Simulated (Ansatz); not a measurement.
The system is Mo.

```
Mo
1.0
    -1.58381    1.58381    1.58381
     1.58381   -1.58381    1.58381
     1.58381    1.58381   -1.58381
Mo
1
Direct
  0.00000 0.00000 0.00000
```

```yaml
Program: Ansatz 0.2.0
Task: relaxation of cell and atoms
Functional: BLYP
Potentials_or_basis: all-electron LAPW, scalar-relativistic
Basis_error_allowed: 0.001 eV/atom
k_mesh: 12 × 12 × 12
Occupations: fermi-dirac, width 0.05 eV
Spin: no spin polarisation
```

At the start: volume 15.89 Å³/atom.

Q: Where does the relaxation end?

A: Over 4 steps the energy falls by 12.5 meV/atom and the volume is 16.40 Å³/atom (+3.2 %); space group Im-3m (No. 229, to 0.05 Å).

Step by step:
| step | energy change (eV) | largest force (eV/Å) | volume (Å³) |
| --- | --- | --- | --- |
| 1 | 0.0000 | 0.0000 | 15.89 |
| 2 | -0.0124 | 0.0000 | 16.46 |
| 3 | -0.0125 | 0.0000 | 16.40 |
| 4 | -0.0125 | 0.0000 | 16.40 |

Final structure:
```cif
data_structure
_symmetry_space_group_name_H-M 'P 1'
_symmetry_Int_Tables_number 1
_cell_length_a 2.7724
_cell_length_b 2.7724
_cell_length_c 2.7724
_cell_angle_alpha 109.471
_cell_angle_beta 109.471
_cell_angle_gamma 109.471
_cell_volume 16.40
loop_
_atom_site_label
_atom_site_type_symbol
_atom_site_fract_x
_atom_site_fract_y
_atom_site_fract_z
_atom_site_occupancy
Mo1 Mo 0.00000 0.00000 0.00000 1
```
